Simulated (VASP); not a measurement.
# AlN (P6_3mc) in VASP: further runs

The runs below take AlN through dielectric tensor, with HSE06, LDA, PBE, PBEsol.

Everything below comes from runs of VASP 6.6.1. Logs are shortened: lines on timing, memory, paths and dates and some standing lists are left out, and cuts for length are marked.

**Measured values to compare with.**

“Self-assembly of well-separated AlN nanowires directly on sputtered metallic TiN films”, 2019, arxiv:1910.07391 quotes, for a bulk crystal of AlN at 10 K: band gap 6.034 eV (an exciton energy, a little under the gap).

The results are compared with them further down.

## 1. The structure

It takes space group P6_3mc (No. 186, hexagonal). The conventional cell has a = 3.113 Å, b = 3.113 Å, c = 4.981 Å, α = 90.00°, β = 90.00°, γ = 120.00°. Al (site symmetry 3m) has 4 N at 1.89 Å as nearest neighbours. N (site symmetry 3m) is surrounded by 4 Al at 1.89 Å.

## 2. Dielectric tensor, HSE06

Contents of POSCAR:

```
AlN
1.0
    3.1130000000      0.0000000000      0.0000000000
   -1.5565000000      2.6959370820      0.0000000000
    0.0000000000      0.0000000000      4.9810000000
Al N
2 2
Direct
    0.3333333333      0.6666666667      0.0000000000
    0.6666666667      0.3333333333      0.5000000000
    0.3333333333      0.6666666667      0.3800000000
    0.6666666667      0.3333333333      0.8800000000
```

Contents of INCAR.step1:

```
SYSTEM = AlN
PREC     = Accurate       ! precision mode
ENCUT    = 520            ! plane-wave cutoff, eV
ISMEAR   = 0              ! smearing method
SIGMA    = 0.02           ! smearing width, eV
LREAL    = .False.        ! projectors in reciprocal space
LASPH    = .True.         ! aspherical terms in the spheres
NELM     = 80             ! most SCF steps
ALGO     = Normal         ! electronic algorithm
ISIF     = 2              ! what is computed and relaxed
LWAVE    = .True.         ! write WAVECAR
LCHARG   = .False.        ! write CHGCAR
GGA      = PE             ! functional
EDIFF    = 1E-5           ! SCF threshold, eV
KPAR     = 8
```

Contents of INCAR.step2:

```
SYSTEM = AlN
PREC     = Accurate       ! precision mode
ENCUT    = 520            ! plane-wave cutoff, eV
EDIFF    = 1E-8           ! SCF threshold, eV
ISMEAR   = 0              ! smearing method
SIGMA    = 0.02           ! smearing width, eV
LREAL    = .False.        ! projectors in reciprocal space
LASPH    = .True.         ! aspherical terms in the spheres
NELM     = 80             ! most SCF steps
ALGO     = Normal         ! electronic algorithm
ISIF     = 2              ! what is computed and relaxed
LWAVE    = .False.        ! write WAVECAR
LCHARG   = .False.        ! write CHGCAR
GGA      = PE             ! functional
LHFCALC  = .True.         ! exact exchange
HFSCREEN = 0.2            ! screening, 1/A
PRECFOCK = Fast         
LCALCEPS = .True.       
ISTART   = 1            
KPAR     = 8
```

Contents of KPOINTS:

```
regular mesh
0
Gamma
  6 6 4
  0 0 0
```

Potentials or basis: VASP PAW PBE potentials, release 64 (Al, N).

Launch:

```sh
> cat potpaw_PBE.64/Al/POTCAR potpaw_PBE.64/N/POTCAR > POTCAR
> cp INCAR.step1 INCAR
> mpirun -np 8 vasp_std > vasp.out
> cp INCAR.step2 INCAR
> mpirun -np 8 vasp_std > vasp.out
```

OUTCAR:

```text
SYSTEM = AlN
   PREC = Accurate
   ENCUT = 520
   EDIFF = 1E-8
   ISMEAR = 0
   LREAL = .False.
   LASPH = .True.
   NELM = 80
   ISIF = 2
   GGA = PE
   LHFCALC = .True.
   HFSCREEN = 0.2
   PRECFOCK = Fast
   ISTART = 1

 ion  position               nearest neighbor table
   1  0.333  0.667  0.000-   3 1.89   4 1.89   4 1.89   4 1.89   2 3.07   2 3.07   2 3.07   2 3.07
                             2 3.07   2 3.07
   2  0.667  0.333  0.500-   4 1.89   3 1.89   3 1.89   3 1.89   1 3.07   1 3.07   1 3.07   1 3.07
                             1 3.07   1 3.07
   3  0.333  0.667  0.380-   1 1.89   2 1.89   2 1.89   2 1.89
   4  0.667  0.333  0.880-   2 1.89   1 1.89   1 1.89   1 1.89

  LATTYP: Found a hexagonal cell.
 ALAT       =     3.1130000000
 C/A-ratio  =     1.6000642467

  Lattice vectors:

 A1 = (   3.1130000000,   0.0000000000,   0.0000000000)
 A2 = (  -1.5565000000,   2.6959370820,   0.0000000000)
 A3 = (   0.0000000000,   0.0000000000,   4.9810000000)

Analysis of symmetry for initial positions (statically):
=====================================================================
 Subroutine PRICEL returns:
 Original cell was already a primitive cell.

 Routine SETGRP: Setting up the symmetry group for a
 hexagonal supercell.

 Subroutine GETGRP returns: Found 12 space group operations
 (whereof  6 operations were pure point group operations)
 out of a pool of 24 trial point group operations.

The static configuration has the point symmetry C_3v.
 The point group associated with its full space group is C_6v.

Analysis of symmetry for dynamics (positions and initial velocities):
=====================================================================
 Subroutine PRICEL returns:
 Original cell was already a primitive cell.

 Routine SETGRP: Setting up the symmetry group for a
 hexagonal supercell.

 Subroutine GETGRP returns: Found 12 space group operations
 (whereof  6 operations were pure point group operations)
 out of a pool of 24 trial point group operations.

The dynamic configuration has the point symmetry C_3v.
 The point group associated with its full space group is C_6v.

 Subroutine INISYM returns: Found 12 space group operations
 (whereof  6 operations are pure point group operations),
 and found     1 'primitive' translations

----------------------------------------------------------------------------------------

                                     Primitive cell

  volume of cell :      41.8028

  direct lattice vectors                    reciprocal lattice vectors
     3.113000000  0.000000000  0.000000000     0.321233537  0.185464269  0.000000000
    -1.556500000  2.695937082  0.000000000     0.000000000  0.370928538  0.000000000
     0.000000000  0.000000000  4.981000000     0.000000000  0.000000000  0.200762899

  length of vectors
     3.113000000  3.113000000  4.981000000     0.370928538  0.370928538  0.200762899

  position of ions in fractional coordinates (direct lattice)
     0.333333333  0.666666667  0.000000000
     0.666666667  0.333333333  0.500000000
     0.333333333  0.666666667  0.380000000
     0.666666667  0.333333333  0.880000000

  ion indices of the primitive-cell ions
   primitive index   ion index
                 1           1
                 2           2
                 3           3
                 4           4

----------------------------------------------------------------------------------------

 KPOINTS: regular mesh

Automatic generation of k-mesh.
 Grid dimensions read from file:
 generate k-points for:    6    6    4

 Generating k-lattice:

  Cartesian coordinates                     Fractional coordinates (reciprocal lattice)
     0.053538923  0.030910711  0.000000000     0.166666667  0.000000000  0.000000000
[... 65 lines left out ...]
   PSTRESS=    0.0 pullay stress
   NELECT =      16.0000    total number of electrons
   NUPDOWN=      -1.0000    fix difference up-down
   EMIN   =  10.00;   EMAX   =-10.00  energy-range for DOS
   EFERMI =   0.00;   METHOD = LEGACY
   ISMEAR =     0;   SIGMA  =   0.02  broadening in eV -4-tet -1-fermi 0-gaus
   EFERMI_NEDOS =   21; number of points for ismear=-14 and -15
   IALGO  =     38    algorithm
   IMIX   =      1    mixing-type and parameters
     AMIX     =   0.40;   BMIX     =  1.00
     AMIX_MAG =   1.60;   BMIX_MAG =  1.00
  volume/ion in A,a.u.               =      10.45        70.52
  Fermi-wavevector in a.u.,A,eV,Ry     =   1.188629  2.246183 19.222843  1.412839
  Thomas-Fermi vector in A             =   2.324754
   LORBIT       =      0    0 simple, 1 ext, 2 COOP (PROOUT), +10 PAW based schemes
   GGA     = PE    functional components
   LHFCALC =     T    Hartree Fock is set to
   PRECFOCK=fast      Normal, Fast or Accurate (Low or Medium for compatibility)
   ENCUT4O =  -1.0   cutoff for four orbital integrals eV
   NKREDX  =     1    reduce k-point grid by
   NKREDY  =     1    reduce k-point grid by
   NKREDZ  =     1    reduce k-point grid by
   AEXX    =    0.2500 exact exchange contribution
   HFSCREEN=    0.2000 screening length (either q_TF or 0.3 A-1)
   HFSCREENC=   0.2000 screening length for correlation (either q_TF or 0.3 A-1)
   ENCUTFOCK=  -1.0 apply spherical cutoff to Coloumb kernel
   IVDW    =     0    specifies the selected vdW correction
   LEPSILON=     F    determine dielectric tensor
   LRPA    =     F    only Hartree local field effects (RPA)
   LRPA       =     F
 non-spin polarized calculation
 Gauss-broadening in eV      SIGMA  =   0.02
  energy-cutoff  :      520.00
  volume of cell :       41.80
 maximum number of plane-waves:      1152
 NGX is ok and might be reduce to    24
  NGX = 14; NGY = 14; NGZ = 24

 Total electronic dipole moment: p[elc]=(    -0.00000    -0.00000    -0.43508 ) |e| Angst

 number of electron      15.9999997 magnetization

 Free energy of the ion-electron system (eV)
  ---------------------------------------------------
  ext. energy  EPLUGINS =         0.00000000
  ---------------------------------------------------
  free energy    TOTEN  =       -34.95380460 eV

  energy without entropy =      -34.95380460  energy(sigma->0) =      -34.95380460

 E-fermi :   5.3053     XC(G=0):  -8.9795

 val. band max:        5.1975788742   @ k =   0.0000   0.0000   0.0000
 cond. band min:   10000.0000000000   @ k =   0.0000   0.0000   0.0000
 fundamental gap:   9994.8024211258
 Fermi energy:         5.3052669913

 k-point     1 :       0.0000    0.0000    0.0000
  band No.  band energies     occupation
      1     -11.4767      2.00000
      2      -9.1862      2.00000
      3      -1.2900      2.00000
      4       4.2769      2.00000
      5       4.2769      2.00000
      6       5.0039      2.00000
      7       5.0039      2.00000
      8       5.1976      2.00000
      9   10000.0000      0.00000
     10   10000.0000      0.00000
     11   10000.0000      0.00000
     12   10000.0000      0.00000
[... 331 lines left out ...]
 k-point    24 :      -0.5000    0.5000    0.0000
  band No.  band energies     occupation
      1      -9.3831      2.00000
      2      -8.6391      2.00000
      3      -0.6825      2.00000
      4       0.7010      2.00000
      5       1.5704      2.00000
      6       2.9295      2.00000
      7       3.3091      2.00000
      8       4.4690      2.00000
      9   10000.0000      0.00000
     10   10000.0000      0.00000
     11   10000.0000      0.00000
     12   10000.0000      0.00000

 [... further k-points ...]

------------------------ aborting loop because EDIFF is reached ----------------------------------------

            Ionic dipole moment: p[ion]=(     0.00000     0.00000    -0.99620 ) |e| Angst

 Total electronic dipole moment: p[elc]=(    -0.00000     0.00000    -0.42758 ) |e| Angst

 MACROSCOPIC STATIC DIELECTRIC TENSOR (including local field effects)
 ------------------------------------------------------
           4.087335     0.000000    -0.000000
          -0.000000     4.087335     0.000000
           0.000000     0.000000     4.247593
 ------------------------------------------------------

 PIEZOELECTRIC TENSOR (including local field effects) (e Angst)
          XX          YY          ZZ          XY          YZ          ZX
  --------------------------------------------------------------------------------
  x     0.00000    -0.00000     0.00000     0.00000    -0.00000     0.86454
  y     0.00000     0.00000     0.00000     0.00000     0.86454    -0.00000
  z     0.68188     0.68188    -1.04589     0.00000     0.00000     0.00000

 PIEZOELECTRIC TENSOR (including local field effects) (C/m^2)
          XX          YY          ZZ          XY          YZ          ZX
  --------------------------------------------------------------------------------
  x     0.00000    -0.00000     0.00000     0.00000    -0.00000     0.33135
  y     0.00000     0.00000     0.00000     0.00000     0.33135    -0.00000
  z     0.26135     0.26135    -0.40086     0.00000     0.00000     0.00000

 BORN EFFECTIVE CHARGES (including local field effects) (in |e|, cummulative output)
 ---------------------------------------------------------------------------------
 ion    1
    1     2.51376     0.00000     0.00000
    2     0.00000     2.51376     0.00000
    3     0.00000    -0.00000     2.65825
 ion    2
    1     2.51376     0.00000     0.00000
    2     0.00000     2.51376    -0.00000
    3     0.00000     0.00000     2.65825
 ion    3
    1    -2.51376     0.00000     0.00000
    2     0.00000    -2.51376     0.00000
    3     0.00000     0.00000    -2.65825
 ion    4
    1    -2.51376    -0.00000     0.00000
    2     0.00000    -2.51376     0.00000
    3     0.00000     0.00000    -2.65825

  FORCE on cell =-STRESS in cart. coord.  units (eV):
  Direction    XX          YY          ZZ          XY          YZ          ZX
  --------------------------------------------------------------------------------------
  -------------------------------------------------------------------------------------
  Total       -0.5940749     -0.5940749     -0.1721478      0.0000000      0.0000000     -0.0000000
  in kB      -22.7691262    -22.7691262     -6.5979136      0.0000000      0.0000000     -0.0000000
  external PRESSURE =     -17.3787220 kB  Pullay stress =       0.0000000 kB

 VOLUME and BASIS-vectors are now :
 -----------------------------------------------------------------------------
  energy-cutoff  :      520.00
  volume of cell :       41.80
      direct lattice vectors                 reciprocal lattice vectors
     3.113000000  0.000000000  0.000000000     0.321233537  0.185464269  0.000000000
    -1.556500000  2.695937082  0.000000000     0.000000000  0.370928538  0.000000000
     0.000000000  0.000000000  4.981000000     0.000000000  0.000000000  0.200762899

 POSITION                                       TOTAL-FORCE (eV/Angst)
 -----------------------------------------------------------------------------------
     -0.00000      1.79729      0.00000        -0.000000      0.000000     -0.128063
      1.55650      0.89865      2.49050         0.000000      0.000000     -0.128063
     -0.00000      1.79729      1.89278        -0.000000     -0.000000      0.128063
      1.55650      0.89865      4.38328        -0.000000      0.000000      0.128063
 -----------------------------------------------------------------------------------
    total drift:                               -0.000000     -0.000000      0.000156

  FREE ENERGIE OF THE ION-ELECTRON SYSTEM (eV)
  ---------------------------------------------------
  free  energy   TOTEN  =       -34.9538045982 eV

  energy  without entropy=      -34.9538045982  energy(sigma->0) =      -34.95380460
```

It took 21 min on 8 MPI ranks of AMD EPYC 7R13 (Zen 3), shared host; peak memory 0.37 GiB.

What came out:

| Item | Value |
| --- | --- |
| Band gap on the k mesh | 5.59 eV, direct |
| Electronic dielectric tensor (diagonal) | 4.09, 4.09, 4.25 |
| Born charges (mean of the diagonal) | Al +2.56; N -2.56 e |

Electronic dielectric tensor:
```
4.09 0.00 0.00
0.00 4.09 0.00
0.00 0.00 4.25
```

Born effective charge tensors (e):
atom 1, Al
```
2.51 0.00 0.00
0.00 2.51 0.00
0.00 0.00 2.66
```
atom 2, Al
```
2.51 0.00 0.00
0.00 2.51 0.00
0.00 0.00 2.66
```
atom 3, N
```
-2.51  0.00  0.00
 0.00 -2.51  0.00
 0.00  0.00 -2.66
```
atom 4, N
```
-2.51  0.00  0.00
 0.00 -2.51  0.00
 0.00  0.00 -2.66
```

Dipole moments of the cell (e·Å, modulo the quantum): ionic 0.000, 0.000, -0.996; electronic 0.000, 0.000, -0.428

Caveat: the PAW data sets were made with another functional, which shifts forces and pressure a little.

## 3. Dielectric tensor, LDA

Contents of INCAR:

```
PREC = Accurate
ENCUT = 520
EDIFF = 1E-8
ISMEAR = 0
SIGMA = 0.02
LREAL = F
LASPH = T
NELM = 100
ALGO = Fast
ISIF = 2
LWAVE = F
LCHARG = F
GGA = CA
LEPSILON = T
```

Contents of KPOINTS:

```
Automatic mesh
0
Gamma
  9 9 6
```

POSCAR is that of step 2.

Potentials or basis: VASP PAW LDA potentials, release 64 (Al, N).

Launch:

```sh
> cat potpaw_LDA.64/Al/POTCAR potpaw_LDA.64/N/POTCAR > POTCAR
> mpirun -np 1 vasp_std > vasp.out
```

OUTCAR:

```text
PREC = Accurate
   ENCUT = 520
   EDIFF = 1E-8
   ISMEAR = 0
   LREAL = F
   LASPH = T
   NELM = 100
   ISIF = 2
   GGA = CA
   LEPSILON = T

 ion  position               nearest neighbor table
   1  0.333  0.667  0.000-   3 1.89   4 1.89   4 1.89   4 1.89   2 3.07   2 3.07   2 3.07   2 3.07
                             2 3.07   2 3.07
   2  0.667  0.333  0.500-   4 1.89   3 1.89   3 1.89   3 1.89   1 3.07   1 3.07   1 3.07   1 3.07
                             1 3.07   1 3.07
   3  0.333  0.667  0.380-   1 1.89   2 1.89   2 1.89   2 1.89
   4  0.667  0.333  0.880-   2 1.89   1 1.89   1 1.89   1 1.89

  LATTYP: Found a hexagonal cell.
 ALAT       =     3.1130000000
 C/A-ratio  =     1.6000642467

  Lattice vectors:

[... 628 lines left out ...]
           4.448423     0.000000     0.000000
           0.000000     4.448423     0.000000
           0.000000     0.000000     4.642580
 ------------------------------------------------------

 PIEZOELECTRIC TENSOR (including local field effects)  for field in x, y, z        (e  Angst)
          XX          YY          ZZ          XY          YZ          ZX
  --------------------------------------------------------------------------------
  x     0.00000     0.00000     0.00000     0.00000     0.00000     0.89276
  y    -0.00000     0.00000     0.00000    -0.00000     0.89276     0.00000
  z     0.68700     0.68700    -1.02960     0.00000     0.00000    -0.00000

 PIEZOELECTRIC TENSOR (including local field effects)  for field in x, y, z        (C/m^2)
          XX          YY          ZZ          XY          YZ          ZX
  --------------------------------------------------------------------------------
  x     0.00000     0.00000     0.00000     0.00000     0.00000     0.34217
  y    -0.00000     0.00000     0.00000    -0.00000     0.34217     0.00000
  z     0.26331     0.26331    -0.39461     0.00000     0.00000    -0.00000

 BORN EFFECTIVE CHARGES (including local field effects) (in |e|, cummulative output)
 ---------------------------------------------------------------------------------
 ion    1
    1     2.51461     0.00000    -0.00000
    2     0.00000     2.51461     0.00000
    3    -0.00000     0.00000     2.66778
 ion    2
    1     2.51461    -0.00000     0.00000
    2     0.00000     2.51461     0.00000
    3     0.00000    -0.00000     2.66778
 ion    3
    1    -2.51461    -0.00000    -0.00000
    2     0.00000    -2.51461     0.00000
    3     0.00000     0.00000    -2.66778
 ion    4
    1    -2.51461     0.00000     0.00000
    2    -0.00000    -2.51461     0.00000
    3     0.00000    -0.00000    -2.66778
```

Wall time 2.1 min (1 thread of Intel Xeon Platinum 8375C at 2.90GHz (Ice Lake), shared host); peak memory 0.29 GiB.

What came out:

```yaml
Band_gap_on_the_k_mesh: 4.25 eV, direct
Electronic_dielectric_tensor_diagonal: 4.45, 4.45, 4.64
Born_charges_mean_of_the_diagonal: Al +2.57; N -2.57 e
```

Electronic dielectric tensor:
```
4.45 0.00 0.00
0.00 4.45 0.00
0.00 0.00 4.64
```

Born effective charge tensors (e):
atom 1, Al
```
2.51 0.00 0.00
0.00 2.51 0.00
0.00 0.00 2.67
```
atom 2, Al
```
2.51 0.00 0.00
0.00 2.51 0.00
0.00 0.00 2.67
```
atom 3, N
```
-2.51  0.00  0.00
 0.00 -2.51  0.00
 0.00  0.00 -2.67
```
atom 4, N
```
-2.51  0.00  0.00
 0.00 -2.51  0.00
 0.00  0.00 -2.67
```

Caveat: an odd mesh through Γ misses points on the zone boundary, where band edges often lie.

(Continued in part 2 of 2.)
